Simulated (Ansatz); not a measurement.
Computed with DFT PBE, scalar-relativistic, plane waves, PAW (Ansatz).

Plane waves to 420 eV, a k mesh through Γ of 8×8×4 on the computed 4-atom cell and Gaussian smearing (0.02 eV); no spin polarisation.

Structure with the computed forces (eV/Å) in the last three columns:

```xyz
4
Lattice="1.7125 -2.5812 0.0000 1.7125 2.5812 0.0000 0.0000 0.0000 6.0152" Properties=species:S:1:pos:R:3:forces:R:3 pbc="T T T" pressure_GPa=-7.51
H     1.7125   -0.4384    6.2332    0.0000    3.6320   -1.8060
H     1.7125    0.4384   -0.2180    0.0000   -3.6320    1.8060
H     1.7125    0.4384    3.2256    0.0000   -3.6320   -1.8060
H     1.7125   -0.4384    2.7896    0.0000    3.6320    1.8060
```

Stress tensor (GPa, compression positive):

```
  0.30   0.00   0.00
  0.00 -18.85   0.00
  0.00   0.00  -3.98
```

The cell holds molecules, and where no dispersion correction was added their binding is poorly described.